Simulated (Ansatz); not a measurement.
# Relaxing Ti

The calculation used DFT PBE, scalar-relativistic, plane waves, PAW (Ansatz 0.2.0). Cutoff 420 eV, Γ-centred k mesh, Gaussian smearing, no spin polarisation in the final step.

The start is a random cell of Ti with space group Fdd2 (No. 43), drawn with lower limits on the distances.

```
Ti
1.0
     0.00000    4.20357    3.12468
     4.03261    0.00000    3.12468
     4.03261    4.20357    0.00000
Ti
6
Direct
  0.92270 0.50000 0.50000
  0.50000 0.92270 0.07730
  0.75000 0.17270 0.32730
  0.17270 0.75000 0.75000
  0.87500 0.87500 0.12500
  0.12500 0.12500 0.37500
```

Cell and atoms relax at zero pressure; the relaxation can't lower the symmetry of the start. After a coarse first stage the cell is made exact in the group found at 0.06 Å.

Energies count from the standard state of Ti at the same level.

(1) Describe the relaxed structure.

(2) What are its volume, energy, density and gap?

## Answers

(1) It ends in Fddd (No. 70). Conventional cell: a = 2.863 Å, b = 5.114 Å, c = 9.446 Å. Around Ti lie 10 Ti at 2.78–2.93 Å and 4 Ti at 3.44 Å.

Space group Fddd:1 (No. 70). a = 2.863 Å, b = 5.114 Å, c = 9.446 Å, α = 90.00°, β = 90.00°, γ = 90.00°
```tsv
atom	site	symmetry	x	y	z
Ti	8b	222	0.7500	0.7500	0.7500
```

(2) The volume per atom is 17.29 Å³, the density is 4.60 g/cm³ and the energy over the standard structure is 0.11 eV/atom. The gap on the 22×22×22 mesh is 0 eV (a metal).

The final run used a 22×22×22 mesh on its 2-atom cell and 0.10 eV smearing. For metals, differences of a few meV/atom aren't resolved. Symmetry constrained the relaxation, so the result can be a saddle point. The steps took about 6 core-minutes in all.

This form isn't the element's structure at ambient conditions.